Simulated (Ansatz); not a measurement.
**SiO2: do the settings matter for the field gradients?**

Cell: a COD entry (the cell was measured well above room temperature), atoms as given.

Space group P4_12_12 (No. 92); a = 4.9890, c = 6.9910 Å.

| site | Wyckoff | site symmetry | x | y | z |
| --- | --- | --- | --- | --- | --- |
| Si | 4a | ..2 | 0.2977 | 0.2977 | 0.0000 |
| O | 8b | 1 | 0.2410 | 0.0999 | 0.1760 |

One atom of each set is listed.

Reference run. All values are calculated (Ansatz; DFT, PBE, plane waves and PAW (field gradients read without the response of the frozen cores, which leaves them typically 4 to 6 % off), scalar-relativistic, 420 eV cutoff, Γ-centred 4×4×3 k-points, Fermi–Dirac smearing 0.02 eV), not measured.

Problem. The input is changed as follows: `scf.occupations.method`: fermi_dirac → gaussian; `scf.occupations.width`: 0.02 → 0.001; `scf.initial_density.chi_scale`: not typed → 0.1. What happens to V_zz (10²¹ V/m²) and η?

Solution. 

| site | V_zz reference | η reference | V_zz changed | η changed |
| --- | --- | --- | --- | --- |
| Si | -0.28 | 0.45 | -0.28 | 0.45 |
| O | 9.51 | 0.12 | 9.51 | 0.12 |

All printed values agree. The gap of 5.8 eV is far wider than the smearing, so the levels stay full or empty whatever the smearing's form; with a small gap this would fail. SCF iterations: 6 and 8.

On the reference run: The calculated pressure of 7 GPa (PBE) comes largely from the unrelaxed atoms: it is 0.9 GPa once they are relaxed in the same cell. The largest force is 0.5 eV/Å, so the atoms aren't at the calculated equilibrium and relaxing them would move these values.
